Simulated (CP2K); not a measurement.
Write the native input for CP2K 2026.2 that does the following.

```yaml
Task: atomic charges
Functional: LDA
Potentials_or_basis: POTENTIAL_UZH Ta GTH-PBE-q13, As GTH-PBE-q5; TZVP-MOLOPT-PBE-GTH basis
Density_cutoff: 9184 eV
k_mesh: 8 × 8 × 8
Occupations: fermi-dirac, width 0.05 eV
Spin: no spin polarisation
SCF_solver: diagonalisation with k points
Quickstep_method: GPW
EPS_DEFAULT: 1.0E-9
EPS_SCF: 1.0E-6
MAX_SCF: 100
SCF_GUESS: ATOMIC
k_points_reduced_by_the_point_group: yes
Mesh_centred_on_Gamma: yes
CHOLESKY: OFF
EPS_EIGVAL: 1.0E-7
MIXING_METHOD: BROYDEN_MIXING
MIXING_ALPHA: 0.4
NBUFFER: 8
NGRIDS: 5
Basis_sets: Ta TZVP-MOLOPT-PBE-GTH-q13, As TZVP-MOLOPT-PBE-GTH-q5
Potentials: Ta GTH-PBE-q13 of POTENTIAL_UZH, As GTH-PBE-q5 of POTENTIAL_UZH
ADDED_MOS: "[20]"
Hirshfeld_SHAPE_FUNCTION: GAUSSIAN
VORONOI_RADII: VDW
MPI_ranks: 4
REL_CUTOFF_Ry: 60 Ry
MIXING_BETA_1/bohr: 1.5 1/bohr
CUTOFF_of_the_grids: 675 Ry
```

The system is TaAs.

```xyz
4
Lattice="3.4436 0.0000 0.0000 0.0000 3.4436 0.0000 1.7218 -1.7218 5.8679" Properties=species:S:1:pos:R:3 pbc="T T T"
Ta    1.7218    1.7218    0.0004
Ta    1.7218    0.0000    2.9344
As    1.7218    1.7218    4.8982
As    3.4436    1.7218    1.9642
```

The cell is a database's computed one.

These files were run (other wordings do the same):

taas_charges.inp

```
&GLOBAL
  PROJECT taas_charges
  RUN_TYPE ENERGY_FORCE
  PRINT_LEVEL LOW
&END GLOBAL
&FORCE_EVAL
  METHOD QS
  STRESS_TENSOR ANALYTICAL
  &DFT
    BASIS_SET_FILE_NAME BASIS_MOLOPT_UZH
    POTENTIAL_FILE_NAME POTENTIAL_UZH
    &MGRID
      CUTOFF 675
      REL_CUTOFF 60
      NGRIDS 5
    &END MGRID
    &QS
      METHOD GPW
      EPS_DEFAULT 1.0E-9
    &END QS
    &KPOINTS
      SCHEME MONKHORST-PACK 8 8 8
      GAMMA_CENTERED T
      SYMMETRY T
      SYMMETRY_BACKEND SPGLIB
    &END KPOINTS
    &SCF
      SCF_GUESS ATOMIC
      EPS_SCF 1.0E-6
      MAX_SCF 100
      ADDED_MOS 20
      CHOLESKY OFF
      EPS_EIGVAL 1.0E-7
      &DIAGONALIZATION ON
        ALGORITHM STANDARD
      &END DIAGONALIZATION
      &MIXING ON
        METHOD BROYDEN_MIXING
        ALPHA 0.4
        BETA 1.5
        NBUFFER 8
      &END MIXING
      &SMEAR ON
        METHOD FERMI_DIRAC
        ELECTRONIC_TEMPERATURE [K] 580.226
      &END SMEAR
    &END SCF
    &XC
      &XC_FUNCTIONAL
        &LDA_X
        &END LDA_X
        &LDA_C_PW
        &END LDA_C_PW
      &END XC_FUNCTIONAL
    &END XC
    &PRINT
      &KPOINTS ON
      &END KPOINTS
      &MULLIKEN ON
      &END MULLIKEN
      &MO ON
        ENERGIES T
        OCCUPATION_NUMBERS T
        &EACH
          QS_SCF 0
        &END EACH
        ADD_LAST NUMERIC
      &END MO
      &LOWDIN ON
      &END LOWDIN
      &HIRSHFELD ON
        SHAPE_FUNCTION GAUSSIAN
      &END HIRSHFELD
      &VORONOI ON
        VORONOI_RADII VDW
      &END VORONOI
      &E_DENSITY_CUBE ON
        STRIDE 1
      &END E_DENSITY_CUBE
      &V_HARTREE_CUBE ON
        STRIDE 1
      &END V_HARTREE_CUBE
      &ELF_CUBE ON
        STRIDE 1
      &END ELF_CUBE
    &END PRINT
  &END DFT
  &SUBSYS
    &CELL
      ABC 3.4436267244 3.4436267244 6.3531110788
      ALPHA_BETA_GAMMA 105.7249080698 74.2750919302 90.0000000000
      PERIODIC XYZ
    &END CELL
    &COORD
      SCALED
      Ta  0.4999673000 0.5000327000 0.0000654000
      Ta  0.2499673000 0.2500327000 0.5000654000
      As  0.0826321200 0.9173678800 0.8347357600
      As  0.8326321200 0.6673678800 0.3347357600
    &END COORD
    &KIND Ta
      BASIS_SET TZVP-MOLOPT-PBE-GTH-q13
      POTENTIAL GTH-PBE-q13
    &END KIND
    &KIND As
      BASIS_SET TZVP-MOLOPT-PBE-GTH-q5
      POTENTIAL GTH-PBE-q5
    &END KIND
    &PRINT
      &ATOMIC_COORDINATES ON
      &END ATOMIC_COORDINATES
      &CELL ON
      &END CELL
    &END PRINT
  &END SUBSYS
  &PRINT
    &FORCES ON
    &END FORCES
    &STRESS_TENSOR ON
    &END STRESS_TENSOR
  &END PRINT
&END FORCE_EVAL
```

Potentials or basis: POTENTIAL_UZH Ta GTH-PBE-q13, As GTH-PBE-q5; TZVP-MOLOPT-PBE-GTH basis.

Command:

```sh
$ OMP_NUM_THREADS=1 mpirun -n 4 cp2k.psmp -i taas_charges.inp -o taas_charges.out
```

Results of the run:

```yaml
Pressure: -2.7 GPa
Largest_force: 0.026 eV/Å
Band_gap_on_the_k_mesh: none (metal or under the smearing width)
Mulliken_charges: Ta -0.11; As +0.11 e
Hirshfeld_charges: Ta -0.91; As +0.91 e
Voronoi_charges: Ta +1.09, +1.08; As -1.08, -1.09 e
```

Caveat: Hirshfeld charges from Gaussian shapes aren't those from atomic densities; Mulliken charges move with the basis; the potentials were made for another functional, which shifts forces and pressure; the basis of atomic orbitals isn't converged, which shifts pressures, moduli and gaps.

It took 36 s on 4 MPI ranks on Arm Neoverse V1 (shared host).
